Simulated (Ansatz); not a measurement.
# GaN (P6_3mc): the PBE gap against the k mesh of the density

How far can the k mesh of the density be lowered for the gap of GaN (P6_3mc)?

Program: Ansatz 0.2.0. Level of theory: DFT, PBE, plane waves, PAW. Results are calculated unless marked as measured.

This is a report of a sequence of runs, with most program output left out.

The database entry behind the starting cell has ideal inner coordinates that were not refined, so it need not match the best structure at ambient conditions.

**1. The structure**

The structure is hexagonal, space group P6_3mc (No. 186). Conventional cell: a = 3.190 Å, b = 3.190 Å, c = 5.189 Å, α = 90.00°, β = 90.00°, γ = 120.00°. Nearest to Ga lie 4 N at 1.95 Å. Nearest to N lie 4 Ga at 1.95 Å. Farther neighbours and most contacts between anions are not listed.

Structure file:

```cif
data_structure
_symmetry_space_group_name_H-M 'P 1'
_symmetry_Int_Tables_number 1
_cell_length_a 3.1900
_cell_length_b 3.1900
_cell_length_c 5.1890
_cell_angle_alpha 90.000
_cell_angle_beta 90.000
_cell_angle_gamma 120.000
_cell_volume 45.73
loop_
_atom_site_label
_atom_site_type_symbol
_atom_site_fract_x
_atom_site_fract_y
_atom_site_fract_z
_atom_site_occupancy
Ga1 Ga 0.66667 0.33333 0.00000 1
Ga2 Ga 0.33333 0.66667 0.50000 1
N3 N 0.66667 0.33333 0.37500 1
N4 N 0.33333 0.66667 0.87500 1
```

The cell and positions come from the Crystallography Open Database and are kept as given unless a step says otherwise. The default PAW set here is soft_1. Its files were made with PBE.

**2. k mesh of the density: 3×3×2**

input.yaml reads:

```yaml
crystal:
  lattice:
    - [3.19, 0.0, 0.0]
    - [-1.595, 2.7626210381, 0.0]
    - [0.0, 0.0, 5.189]
  atoms:
    - { symbol: Ga, position: [0.6666666667, 0.3333333333, 0.0] }
    - { symbol: Ga, position: [0.3333333333, 0.6666666667, 0.5] }
    - { symbol: "N", position: [0.6666666667, 0.3333333333, 0.375] }
    - { symbol: "N", position: [0.3333333333, 0.6666666667, 0.875] }
kpoints:
  mp_grid: { grid: [3, 3, 2] }
  band_path:
    path:
      - [0.0, 0.0, 0.0]
      - [0.5, 0.0, 0.0]
      - [0.33333333, 0.33333333, 0.0]
      - [0.0, 0.0, 0.5]
      - [0.5, 0.0, 0.5]
      - [0.33333333, 0.33333333, 0.5]
    npoints: 1
hamiltonian:
  xc: pbe
  pseudopotentials: { kind: paw, azcp: { folder: "./paw" } }
scf:
  occupations: { method: fixed }
  n_extra_bands: 5
output:
  eigenvalues: true
```

Started as:

```console
ansatz run input.yaml --threads 3 --pin off --max-ram 92160MiB --backend cuda --events-out ev --progress --plain --runs-dir out --devices 1 --max-vram 13GiB
```

Elapsed: 12 s, on 1 × NVIDIA H100 80GB HBM3 (shared by 6 runs) with 3 threads of AMD EPYC 7R13 (Zen 3), shared host; peak memory 0.89 GiB; 2.7 s of CPU time.

This step gave:

* gap: 1.857 eV
* valence top at: Γ
* conduction bottom at: Γ
* least direct gap: 1.857 eV

The gap is direct, at Γ.

**3. k mesh of the density: 6×6×2**

Edit input.yaml of step 2 so:

```diff
@@ -11,3 +11,3 @@
 kpoints:
-  mp_grid: { grid: [3, 3, 2] }
+  mp_grid: { grid: [6, 6, 2] }
   band_path:
```

Run time: 14 s. Hardware: 1 × NVIDIA H100 80GB HBM3 (shared by 6 runs) with 3 threads; peak memory 0.88 GiB; 2.4 s of CPU time.

This step gave:

```yaml
gap: 1.891 eV
valence_top_at: Γ
conduction_bottom_at: Γ
least_direct_gap: 1.891 eV
```

The gap is 1.891 eV, +0.035 eV from the run before at this level.

**4. k mesh of the density: 12×12×4 (the default)**

input.yaml, the sections that differ from step 3:

```yaml
kpoints:
  mp_grid: { grid: [12, 12, 4] }
  band_path:
    path:
      - [[0.0, 0.0, 0.0], [0.5, 0.0, 0.0], [0.33333333, 0.33333333, 0.0], [0.0, 0.0, 0.0], [0.0, 0.0, 0.5], [0.5, 0.0, 0.5], [0.33333333, 0.33333333, 0.5], [0.0, 0.0, 0.5]]
      - [[0.5, 0.0, 0.5], [0.5, 0.0, 0.0]]
      - [[0.33333333, 0.33333333, 0.5], [0.33333333, 0.33333333, 0.0]]
    npoints: 10
scf:
  occupations: { method: fermi_dirac, width: 0.02 }
  n_extra_bands: 5
output:
  eigenvalues: true
  write_density: true
  write_potential: true
  elf: true
  volumetric_format: npy
# crystal, hamiltonian: as in step 3
```

Run time: 19 s. Hardware: 1 × NVIDIA H100 80GB HBM3 (shared by 6 runs) with 3 threads; peak memory 0.92 GiB.

Numbers from this step:

```
gap                  : 1.891 eV
valence top at       : Γ
conduction bottom at : Γ
least direct gap     : 1.891 eV
```

The gap is 1.891 eV, as in the run before at this level.

**5. k mesh of the density: 12×12×6**

input.yaml, the sections that differ from step 4:

```yaml
kpoints:
  mp_grid: { grid: [12, 12, 6] }
  band_path:
    path:
      - [0.0, 0.0, 0.0]
      - [0.5, 0.0, 0.0]
      - [0.33333333, 0.33333333, 0.0]
      - [0.0, 0.0, 0.5]
      - [0.5, 0.0, 0.5]
      - [0.33333333, 0.33333333, 0.5]
    npoints: 1
scf:
  occupations: { method: fixed }
  n_extra_bands: 5
output:
  eigenvalues: true
# crystal, hamiltonian: as in step 4
```

Wall time 13 s (1 × NVIDIA H100 80GB HBM3 (shared by 6 runs) with 3 threads); peak memory 0.89 GiB; 3.4 s of CPU time.

Numbers from this step:

```
gap                  : 1.891 eV
valence top at       : Γ
conduction bottom at : Γ
least direct gap     : 1.891 eV
```

The gap is 1.891 eV, as in the run before at this level.

**6. The series**

Differences are against the last row; a negative gap means that bands overlap, and a run with a band path holds that path's time. Times are wall times on 1 × NVIDIA H100 80GB HBM3 (shared by 6 runs) with 3 threads of AMD EPYC 7R13 (Zen 3), shared host, good to a factor of about two.

```csv
k mesh of the density,gap (eV),direct gap (eV),gap error (eV),energy error (meV/atom),irreducible k,time
3×3×2,1.857,1.857,−0.035,+74.7,6,12 s
6×6×2,1.891,1.891,+0.000,+1.2,14,14 s
12×12×4,1.891,1.891,+0.000,+0.0,57,19 s
12×12×6,1.891,1.891,+0.000,+0.0,76,13 s
```

**7. What came out**

| Quantity | Value |
| --- | --- |
| 3×3×2 | 1.857 eV |
| 6×6×2 | 1.891 eV |
| 12×12×4 | 1.891 eV |
| 12×12×6 | 1.891 eV |

The gap holds to 0.02 eV from 6×6×2 on. At 3×3×2 the gap is off by −0.035 eV and the energy by +75 meV/atom. The gap is read over the mesh and added points near the edges, so meshes differ mainly through the density and, for a hybrid, the exchange operator.

[Paths, hosts, dates, memory and timing lines, banners, echoed tables and standing remarks are left out of the program output.]

[Logs are printed without paths, hosts, clocks, repeated set-up lines and the standing remarks that a program may print on its own settings, such as how far it seeks lower states.]

[Runs of the session that timed out or met a known fault of the program may be left out.]

[Cells called generated may have been cut or substituted from an entry of the Crystallography Open Database or the Materials Project.]

[Hosts, paths, dates, database ids (printed as entryN), source tags and the programs' standing remarks are cut or masked in the printed files.]
